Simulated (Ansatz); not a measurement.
Theory: Ansatz 0.2.0, DFT PBE, scalar-relativistic, plane waves, PAW. All cells share a 420 eV cutoff and Γ-centred k meshes spaced at most about 0.3 Å⁻¹ (about 0.25 or finer for metals, 2π included). No spin polarisation.

All energies are static (0 K, no zero-point motion).

Two relaxed structures of CdSe4:

A.

```xyz
5
Lattice="-2.7453 2.7453 4.6945 2.7453 -2.7453 4.6945 2.7453 2.7453 -4.6945" Properties=species:S:1:pos:R:3 pbc="T T T"
Cd    0.0000    0.0000    0.0000
Se    0.0000    0.0000    3.5374
Se    0.0000    0.0000    5.8516
Se    0.0000    2.7453    0.0000
Se    2.7453    0.0000    0.0000
```

B.

```xyz
5
Lattice="3.8895 0.0000 0.0000 -1.9447 3.3684 0.0000 0.0000 0.0000 8.9632" Properties=species:S:1:pos:R:3 pbc="T T T"
Cd    0.0000    0.0000    0.0000
Se    0.0000    2.2456    7.2968
Se    0.0000    2.2456    3.6603
Se    1.9447    1.1228    1.6664
Se    1.9447    1.1228    5.3029
```

Question: Which would you expect to be lower, and how large is the difference?

Answer: B is lower, by 132 meV/atom. A has space group I4/mmm (No. 139), 28.3 Å³/atom and no gap on its mesh; B has space group P-3m1 (No. 164), 23.5 Å³/atom and no gap. Counting Se atoms around Cd (those within 1.25 times the shortest such distance or 1.15 times the sum of covalent radii), A has Cd 4 and B has Cd 6. A holds Se–Se pairs (shortest 2.31 Å); in B the shortest Se–Se distance is 2.78 Å, near bonding range too. Even the lower one lies +0.10 eV/atom against the reference forms of the elements (uncorrected), so neither is stable at this level. In A, Cd is surrounded by 4 Se at 2.75 Å; Se on a site of symmetry 4mm is surrounded by 1 Se at 2.31 Å and 4 Se at 2.98 Å; Se on a site of symmetry mmm has 2 Cd at 2.75 Å and 4 Se at 2.98 Å. In B, Cd has 6 Se at 2.80 Å; Se on its first site is surrounded by 3 Cd at 2.80 Å and 3 Se at 3.00 Å; Se on its second site is surrounded by 3 Se at 2.78 Å and 3 Se at 3.00 Å. Both come from invented guesses. The lowest form computed isn't among them: it has space group I4/m (No. 87), 30.3 Å³/atom and lies 105 meV/atom below the best shown.

No dispersion correction is applied, so the spacing and binding between layers, chains or molecules are poorly described (I4/mmm), and this can change margins and order among such cells. Cells relaxed within their symmetry can be saddle points. Some candidate types were left out of the draw beforehand, so a known form may be missing.

B's advantage of 132 meV/atom probably comes mainly from the cadmium site. Cd²⁺ has a filled d shell and gains no ligand-field energy from the square-planar surroundings it has in A, whereas the octahedron in B gives it more Cd–Se contacts. This outweighs the one normal Se–Se single bond in A, at 2.31 Å; the 2.78 Å contacts in B are too long for such bonds and suggest weak, delocalised multicentre bonding.

Neither cell suits the electron count. Two electrons from Cd would close the shells of a Se₄²⁻ chain, but neither structure contains one, which fits the missing gaps. Denser packing isn't the general rule either, since the I4/m form is both the lowest and the most open of the three.

That form lies roughly level with the elements, but this doesn't make it a viable compound: CdSe is strongly bound, so decomposition into CdSe and selenium should be favourable.
